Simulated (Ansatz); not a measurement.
## What strain does to CdF₂ (Fm-3m)

CdF₂ (started from an entry of an open crystallographic database), relaxed with r2SCAN+rVV10 in the PAW code Ansatz. Space group Fm-3m (No. 225), cubic; a = 5.365 Å in the conventional setting, 12.87 Å³ an atom. Cd has 8 F at 2.32 Å; F has 4 Cd at 2.32 Å.

The axes x, y and z are those of this cell:
```
Cd F
1.0
     0.00000    2.68258    2.68258
     2.68258    0.00000    2.68258
     2.68258    2.68258    0.00000
Cd F
1 2
Direct
  0.00000 0.00000 0.00000
  0.25000 0.25000 0.25000
  0.75000 0.75000 0.75000
```

Unstrained: PBE gives an indirect gap of 3.147 eV, from W to Γ; the least direct gap is 3.628 eV at Γ. r2SCAN gives an indirect gap of 3.842 eV, from W to Γ; the least direct gap is 4.337 eV at Γ. The HSE06 gap is indirect, 5.259 eV (W to Γ), below the direct gap of 5.825 eV at Γ. Meshes: PBE 8×8×8, r2SCAN 8×8×8, HSE06 6×6×6. Strains are changes of length per length, and xy shears are angles. After each strain the atoms were relaxed again with r2SCAN+rVV10 in this cell and within any symmetry left, so distortions that break it or need a larger cell weren't tested; points keep the names that they have in the unstrained zone. Calculated for a static, non-magnetic cell.

Changes of the least gap in eV (an overlap counts as a negative gap):

| strain | volume change (%) | space group | PBE | r2SCAN | HSE06 |
| --- | --- | --- | --- | --- | --- |
| uniaxial -2.18 % along y | -2.2 | I4/mmm | +0.060 | +0.061 | +0.069 |
| xy shear, engineering strain (angle) +3.83 % | 0.0 | Immm | -0.001 | -0.002 | -0.002 |
| isotropic -2.69 % on every length | -7.9 | Fm-3m | +0.299 | +0.303 | +0.329 |
| uniaxial +2.73 % along x | +2.7 | I4/mmm | -0.130 | -0.133 | -0.139 |

Uniaxial -2.18 % along y, other directions held. HSE06: the gap goes from 5.259 to 5.328 eV (+0.069 eV); the edges go from W → Γ to (0.229, -0.271, -1/2) → Γ. Stress change with PBE, compression positive: xx +2.08, yy +4.56, zz +2.08 GPa.

Xy shear, engineering strain (angle) +3.83 %. HSE06: the gap goes from 5.259 to 5.257 eV (-0.002 eV); the edges go from W → Γ to (1/4, 0.490, -0.260) → Γ. Stress change with PBE, compression positive: xx +0.10, yy +0.10, zz +0.11, xy -0.91 GPa.

Isotropic -2.69 % on every length. HSE06: the gap goes from 5.259 to 5.588 eV (+0.329 eV). Stress change with PBE, compression positive: xx +12.37, yy +12.37, zz +12.37 GPa. For HSE06, dE_g/d ln V = -4.0 eV over this step.

Uniaxial +2.73 % along x, other directions held. HSE06: the gap goes from 5.259 to 5.120 eV (-0.139 eV). Stress change with PBE, compression positive: xx -5.14, yy -2.23, zz -2.23 GPa.

The runs are scalar-relativistic, without spin-orbit coupling.

Where an edge lies off the special points, it is a point of the mesh or the k point where a search put PBE's edge or least direct gap, reused for the other functionals, whose own edges may lie a little apart.

Coordinates of k points refer to the reciprocal vectors of the primitive cell of the runs.

The meshes of the hybrids are coarse, so their gaps aren't converged to the digits shown.
